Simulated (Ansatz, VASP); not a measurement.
**Pd: VASP beside Ansatz**

INCAR

```
PREC     = Accurate       # precision mode
ENCUT    = 520            # plane-wave cutoff, eV
EDIFF    = 1E-7           # SCF threshold, eV
ISMEAR   = -1             # smearing method
SIGMA    = 0.08           # smearing width, eV
LREAL    = F              # projectors in reciprocal space
LASPH    = T              # aspherical terms in the spheres
NELM     = 60             # most SCF steps
ALGO     = Normal         # electronic algorithm
ISIF     = 2              # what is computed and relaxed
LWAVE    = F              # write WAVECAR
LCHARG   = F              # write CHGCAR
GGA      = PE             # functional
NBANDS   = 11             # bands
```

KPOINTS

```
regular mesh
0
Gamma
  15 15 15
```

File POSCAR:

```
Pd
1.0
    2.3755550530      0.0000000000      0.0000000000
    0.0000000000      2.3755550530      0.0000000000
    0.0000000000      0.0000000000      2.3755550530
Pd
1
Direct
    0.0000000000      0.0000000000      0.0000000000
```

Input for Ansatz:

```yaml
crystal:
  lattice:
    - [2.375555053, 0.0, 0.0]
    - [0.0, 2.375555053, 0.0]
    - [0.0, 0.0, 2.375555053]
  atoms:
    - { symbol: Pd, position: [0.0, 0.0, 0.0] }
kpoints:
  mp_grid: { grid: [15, 15, 15] }
scf:
  occupations: { method: fermi_dirac, width: 0.08 }
hamiltonian:
  xc: pbe
  pseudopotentials: { kind: paw }
output:
  forces: true
  stress: true
  eigenvalues: true
  populations: true
  write_density: true
  write_potential: true
  elf: true
  volumetric_format: npy
```

Change from the starting cell: volume scaled by 0.75, PAW files.

Alike in both runs: task single point; functional PBE; k mesh 15 × 15 × 15; occupations fermi-dirac, width 0.08 eV; no spin polarisation.

|  | VASP | Ansatz |
| --- | --- | --- |
| version | VASP 6.6.1 | Ansatz 0.2.0 |
| potentials or method | VASP PAW PBE potentials, release 64 (Pd) | PAW with Ansatz's default frozen-core files, scalar-relativistic |
| plane-wave cutoff (eV) | 520 | 420 |
| valence electrons in the cell | 10 | 18 |

Ansatz gave:

```
pressure (GPa) : 74.8
```

**Question.** Which values does VASP return?

**Answer.** Pressure (GPa): 73.5.

The functional is the same, so the differences come from potentials, cutoffs and numerics. The two sets of potentials don't hold the same shells in valence.

Caveats: the cell as given lies far from equilibrium; so large a pressure means that the cell lies far from this level's equilibrium, or that cutoff or potentials fall short (VASP).
